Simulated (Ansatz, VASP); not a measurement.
Pd: VASP beside Ansatz

The input INCAR:

```
SYSTEM = Pd
PREC = Accurate
ENCUT = 520
EDIFF = 1E-6
ISMEAR = -1
SIGMA = 0.08
LREAL = .FALSE.
LASPH = .TRUE.
NELM = 60
ALGO = Normal
ISIF = 2
LWAVE = .FALSE.
LCHARG = .FALSE.
GGA = PE
NBANDS = 11
```

The input KPOINTS:

```
regular mesh
0
G
  19 19 19
  0 0 0
```

The input POSCAR:

```
Pd
1.0
   -1.2860441032      1.2860441032      1.2860441032
    1.2860441032     -1.2860441032      1.2860441032
    1.2860441032      1.2860441032     -1.2860441032
Pd
1
Direct
    0.0000000000      0.0000000000      0.0000000000
```

Input for Ansatz:

```yaml
crystal:
  lattice:
    - [-1.2860441032, 1.2860441032, 1.2860441032]
    - [1.2860441032, -1.2860441032, 1.2860441032]
    - [1.2860441032, 1.2860441032, -1.2860441032]
  atoms:
    - { symbol: Pd, position: [0.0, 0.0, 0.0] }
kpoints:
  mp_grid: { grid: [19, 19, 19] }
scf:
  occupations: { method: fermi_dirac, width: 0.08 }
hamiltonian:
  xc: pbe
  pseudopotentials: { kind: all_electron, lapw: { basis_error: 0.001 } }
output:
  forces: true
  stress: true
  eigenvalues: true
  populations: true
```

Change from the starting cell: volume scaled by 0.55, LAPW.

Alike in both runs: task single point; functional PBE; k mesh 19 × 19 × 19; occupations fermi-dirac, width 0.08 eV; no spin polarisation.

|  | VASP | Ansatz |
| --- | --- | --- |
| version | VASP 6.6.1 | Ansatz 0.2.0 |
| potentials or method | VASP PAW PBE potentials, release 64 (Pd) | all-electron LAPW, scalar-relativistic |
| plane-wave cutoff (eV) | 520 | see its input |

Ansatz gave:

| Quantity | Value |
| --- | --- |
| pressure (GPa) | 465.8 |

Problem. Estimate VASP's values.

Solution. Pressure (GPa): 463.9.

Ansatz ran all-electron here, so the differences hold the error of VASP's frozen core and of both bases.

Caveats: the cell as given lies far from equilibrium; so large a pressure means that the cell lies far from this level's equilibrium, or that cutoff or potentials fall short (VASP).
